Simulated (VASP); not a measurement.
A calculation with VASP 6.6.1 of ZnSe (Stilleite) (native input, structure from a POSCAR):

The input INCAR:

```
PREC = Accurate ; ENCUT = 520
EDIFF = 1E-6 ; ISMEAR = 0
SIGMA = 0.02 ; LREAL = F
LASPH = T ; NELM = 60
ALGO = Normal ; ISIF = 2
LWAVE = F ; LCHARG = T
GGA = PS ; LELF = T
LVHAR = T ; NBANDS = 16
```

The input KPOINTS:

```
regular mesh
0
Gamma
  8 8 8
```

File POSCAR:

```
ZnSe
4.0076
    0.000000000000      0.707106497654      0.707106497654
    0.707106497654      0.000000000000      0.707106497654
    0.707106497654      0.707106497654      0.000000000000
Se Zn
1 1
Direct
    0.7500000000      0.7500000000      0.7500000000
    0.0000000000      0.0000000000      0.0000000000
```

Potentials or basis: VASP PAW PBE potentials, release 64 (Se, Zn).

Run with:

```sh
$ cat potpaw_PBE.64/Se/POTCAR potpaw_PBE.64/Zn/POTCAR > POTCAR
$ mpirun -np 1 vasp_std > vasp.out
```

Question: Write the same calculation in another form: ASE script, structure typed inline.

Answer: As run:

Contents of run.py:

```python
from ase import Atoms
from ase.calculators.vasp import Vasp
from ase.dft.bandgap import bandgap

atoms = Atoms(
    ['Se', 'Zn'],
    cell=[[0.0, 2.8338, 2.8338], [2.8338, 0.0, 2.8338], [2.8338, 2.8338, 0.0]],
    scaled_positions=[[0.75, 0.75, 0.75], [0.0, 0.0, 0.0]],
    pbc=True,
)
calc = Vasp(
    directory='calc',
    xc='pbesol',
    pp='PBE',
    setups='recommended',
    prec='Accurate',
    encut=520,
    ediff=1e-06,
    ismear=0,
    sigma=0.02,
    lreal=False,
    lasph=True,
    nelm=100,
    algo='Fast',
    isif=2,
    lwave=False,
    lcharg=False,
    kpts=[8, 8, 8],
    gamma=True,
)
atoms.calc = calc

print('energy (eV):', atoms.get_potential_energy())
print('free energy (eV):', atoms.get_potential_energy(force_consistent=True))
print('forces (eV/A):')
print(atoms.get_forces())
print('stress (eV/A^3, Voigt):', atoms.get_stress())
print('Fermi level (eV):', calc.get_fermi_level())
gap, top, bottom = bandgap(calc)
print('band gap (eV):', gap, 'from (spin, k, band)', top, 'to', bottom)
```

Potentials or basis: VASP PAW PBE potentials, release 64 (Se, Zn).

Run with:

```console
$ python run.py
```

Both were run:

|  | native input, structure from a POSCAR | ASE script, structure typed inline |
| --- | --- | --- |
| Pressure | -0.9 GPa | -0.8 GPa |
| Band gap on the k mesh | 1.17 eV, direct | 1.17 eV, direct |

Keys that steer only the numerical path or the files written may differ.

Caveat: the PAW data sets were made with another functional, which shifts forces and pressure a little.
